## Why squeezing lowers the reduced gradient

Functionals with gradient corrections use the reduced gradient

$$s=\frac{|\nabla n|}{2(3\pi^2)^{1/3}\,n^{4/3}},$$

where $n$ is the electron density. If the whole density shrank by a length factor $\lambda$, both $|\nabla n|$ and $n^{4/3}$ would grow as $\lambda^4$, and $s$ would stay the same. A squeezed crystal doesn't behave like this, because its atoms move closer without shrinking in proportion. Their outer densities overlap more, the density between them rises and flattens, and $s$ falls there.

The exchange energy density of a uniform gas, which is negative, is multiplied by an enhancement factor $F_x(s)$. A functional whose $F_x$ rises steeply with $s$ gives the open, uneven density of an expanded crystal a larger energy bonus. Squeezing takes part of that bonus away, so this functional resists compression and its energy minimum moves to a larger volume. A functional with a flatter $F_x$ settles at a smaller one.

## The order of the volumes

Plane-wave DFT for titanium (P6_3/mmc, two atoms per cell) with ABINIT 10.8.3, JTH PAW PBE v2.0 datasets, no spin polarisation, a 408 eV cutoff (816 eV on the fine grid), a 10×10×6 k mesh and 0.05 eV Fermi–Dirac smearing. Values come from a fit to energies at seven volumes with fixed cell shape; the slope is the pressure derivative of the bulk modulus.

| functional | equilibrium volume (Å³/atom) | bulk modulus (GPa) | bulk modulus slope |
| --- | --- | --- | --- |
| PBE | 17.431 | 111.10 | 3.550 |
| PBEsol | 16.770 | 118.10 | 3.470 |
| revPBE | 17.796 | 106.50 | 3.560 |
| RPBE | 17.933 | 104.90 | 3.570 |
| BLYP | 17.831 | 103.10 | 4.030 |
| AM05 | 16.802 | 116.30 | 3.370 |
| BP86 | 17.316 | 111.40 | 3.690 |
| PW91 | 17.334 | 111.30 | 3.630 |
| SOGGA | 16.738 | 119.10 | 3.360 |
| WC | 16.783 | 118.30 | 3.530 |
| rPW86PBE | 17.810 | 109.10 | 3.510 |

The table follows this argument for titanium. SOGGA, PBEsol and WC, built with weaker gradient enhancement than PBE, give small cells. revPBE and RPBE, with stronger enhancement, give large ones. From SOGGA to RPBE the equilibrium volume grows by about 7 % of the smaller value.

Those two end members share PBE's correlation part and differ only in exchange. Changing exchange is therefore enough to span the whole range. Every functional here was run with atomic datasets made for PBE, however, so part of any shift away from PBE may come from that mismatch.

A simple measure of the enhancement is $F_x-1$ at $s=1.5$, a moderate gradient. A straight line of volume against this number, fitted to the six rows with PBE correlation, has a typical miss of 0.08 Å³/atom in a range of 1.2. The worst of the six is WC, placed 0.15 Å³/atom too high. At $s=1$ or $s=2$ the volumes still follow the enhancement, though less closely, so $s=1.5$ is a convenient yardstick and not a measured property of titanium. The printed output gives the fit and the estimates for each row.

## Where exchange alone fails

BLYP and BP86 use the same exchange, yet BLYP's volume is 0.5 Å³/atom larger. Only their correlation parts differ, so correlation can shift the volume by more than two fifths of the whole range. The exchange line puts both at the same volume, between the two computed values.

AM05 fails more badly: the line places it 0.95 Å³/atom too low. Its enhancement at $s=1.5$ lies far below the fitted range, and its exchange was designed together with its own correlation. Its volume is nevertheless close to PBEsol's. An exchange curve read without its correlation partner can thus mislead.

## Why the bulk modulus changes so little

The bulk modulus broadly falls as the equilibrium volume rises. The obvious reason is that a compressed metal is stiffer, but that alone predicts too large a change. PBEsol shows why.

Start from PBE, with equilibrium volume $V_0$, bulk modulus $B_0$ and slope $B'$, the rate at which the bulk modulus grows with pressure. The Murnaghan equation carries PBE titanium to PBEsol's smaller volume $V$:

$$B=B_0\left(\frac{V_0}{V}\right)^{B'}=111.1\left(\frac{17.431}{16.770}\right)^{3.55}\approx127\ \text{GPa}.$$

Real compression would thus add about 16 GPa. Switching to PBEsol adds only 7.

The difference lies in how the extra pressure varies with volume. Compared with PBE at the same volume, PBEsol pulls the crystal inward, by 4.361 GPa at 17.283 Å³/atom but by only 4.046 GPa at 17.988. Since $B=-V\,dP/dV$, a constant pull would leave the stiffness at a given volume unchanged. A pull that fades on expansion makes the total pressure $P$ fall less steeply, which means a softer crystal:

$$\Delta B\approx-17.64\times\frac{4.361-4.046}{17.988-17.283}\approx-8\ \text{GPa}.$$

If this difference is taken to hold at PBEsol's smaller volume too, adding the two effects gives about 120 GPa, roughly 1 % above the tabulated 118.1. PBEsol was not in the volume fit, but this estimate uses its own volume and pressures, so it explains the bulk modulus and doesn't predict it independently. The pressures carry a small error from the fixed basis, which should largely cancel in differences at equal volume.

Over the ten functionals other than PBE, compression along the PBE curve alone misses the bulk modulus by typically 6.6 GPa. With the second effect the typical miss drops to 1.1 GPa. At a common volume the order even turns round: the four functionals with the smallest cells give the softest titanium. They look stiffest in the table because each is evaluated at its own, more compressed minimum. Each of these four has only one computed volume below its minimum, but the pressures on either side of that minimum give nearly the same bulk modulus as the fitted energies. The order at a common volume comes from the pressures alone.

## Two irregular rows

rPW86PBE and revPBE have nearly the same equilibrium volume, yet rPW86PBE is 2.6 GPa stiffer. The gap survives at a common volume, so it isn't an effect of compression. Both functionals push the crystal outward relative to PBE, but the push of rPW86PBE fades faster on expansion. The pressure then falls more steeply, and the crystal is stiffer.

BLYP's bulk modulus slope of 4.03 stands out for a numerical reason. Its energies follow the fitted curve about three times less closely than those of the next worst row, and the slope is the quantity most sensitive to such unevenness. The pressures of the same runs, which don't depend on this fit, give BLYP a slope close to PBE's. The tabulated value is therefore no special response of titanium to BLYP.

## What remains open

The equilibrium volume records how strong the extra push or pull is, while the bulk modulus also records how quickly it fades. One value of $F_x$ captures much of the first and cannot fix the second, as rPW86PBE and revPBE show. These results don't show where in the crystal the reduced gradient matters most. The space between the atoms and the outer core of each titanium atom may both contribute, each with its own range of $s$.

Numerical output:

```
fit of equilibrium_volume on 6 rows (pbec == 1): constant 15.08 +/- 0.2, coefficient of f15 7.684 +/- 0.63; rms 0.0795, worst WC 0.145, leave-one-out rms 0.157
  rows outside the fit (model, value, miss): PBEsol 16.7, 16.77, -0.072; BLYP 17.54, 17.83, -0.288; AM05 15.85, 16.8, -0.949; BP86 17.54, 17.32, 0.227; PW91 17.47, 17.33, 0.132
Volume and stiffness models:
       row  enhancement at s 1.5  model volume A^3  extra pressure at 17.28 A^3 GPa  extra pressure at 17.99 A^3 GPa  B at 17.64 A^3 GPa  B on PBE curve GPa  two-part B GPa
       PBE                  0.31             17.47                                0                                0               106.7               111.1           111.1
    PBEsol                  0.21              16.7                           -4.361                           -4.046               98.78               127.4           119.6
    revPBE                  0.35             17.77                            2.326                            2.189               110.1               103.2           106.7
      RPBE                  0.37             17.93                            3.182                            2.991               111.5               100.4           105.2
      BLYP                  0.32             17.54                            2.606                            2.529               108.6               102.5           104.4
      AM05                   0.1             15.85                            -4.15                           -3.811               98.18               126.6           118.1
      BP86                  0.32             17.54                          -0.7124                          -0.6231               104.4               113.7           111.5
      PW91                  0.31             17.47                          -0.6131                          -0.5399               104.8               113.3           111.5
     SOGGA                   0.2             16.62                           -4.641                           -4.346                99.3               128.3           120.9
        WC                  0.24             16.93                           -4.268                           -3.961               99.01               127.1           119.4
  rPW86PBE                  0.35             17.77                             2.44                             2.19               112.9               102.9           109.2
Spread of equilibrium volumes, A^3/atom: 1.195
Spread of equilibrium volumes, % of the smallest: 7.139
Volume of BLYP less BP86 (same exchange), A^3/atom: 0.515
Correlation of volume with enhancement at s 1, six PBE-correlation rows: 0.9222
Correlation of volume with enhancement at s 1.5, same rows: 0.9866
Correlation of volume with enhancement at s 2, same rows: 0.9622
PBEsol, stiffening by moving along the PBE curve, GPa: 16.34
PBEsol less PBE, bulk modulus at common volume, GPa: -7.888
PBEsol less PBE, bulk modulus in the table, GPa: 7
rPW86PBE less revPBE, bulk modulus in the table, GPa: 2.6
rPW86PBE less revPBE, bulk modulus at common volume, GPa: 2.808
Rms miss of B from the PBE curve alone, ten other rows, GPa: 6.586
Rms miss of the two-part B, ten other rows, GPa: 1.092
```
